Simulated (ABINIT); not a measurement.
Input of an ABINIT 10.8.3 (patched build) run:

Contents of run.abi:

```
pp_dirpath "./"
pseudos "Pb.upf"

acell 3*1.0
rprim
     0.0000000000     4.6771099530     4.6771099530
     4.6771099530     0.0000000000     4.6771099530
     4.6771099530     4.6771099530     0.0000000000
ntypat 1
znucl 82
natom 1
typat 1
chkprim 0
chksymtnons 0
tolsym 1.0e-6
xred
            0.0            0.0            0.0

ecut 761.918815 eV
ecutsm 0.5

kptopt 1
ngkpt 7 7 7
nshiftk 1
shiftk 0.0 0.0 0.0

ixc -116133

nband 11
occopt 3
tsmear 0.05 eV

nstep 80
tolvrs 1.0e-12

iomode 3
prteig 0
prtebands 0
prtwf 0
prtden 0

ionmov 2
optcell 2
ntime 50
tolmxf 2.0e-5
dilatmx 1.08
```

Potentials or basis: PseudoDojo NC SR PBEsol v0.4.1 standard.

The run is started by

```console
$ mpirun --bind-to none -np 4 abinit run.abi > log 2>&1
```

(1) Estimate the relaxed cell.

(2) What does it give for the space group after relaxing (to 0.05 Å)?

(3) Predict the relaxed volume.

Results:

(1) a = 3.502 Å, b = 3.502 Å, c = 3.502 Å, α = 60.00°, β = 60.00°, γ = 60.00°.

(2) Fm-3m (No. 225).

(3) 30.36 Å³/atom.

The cell as given is a measured one (30.32 Å³/atom); PBEsol puts the equilibrium volume +0.1 % from it, thermal expansion not counted.
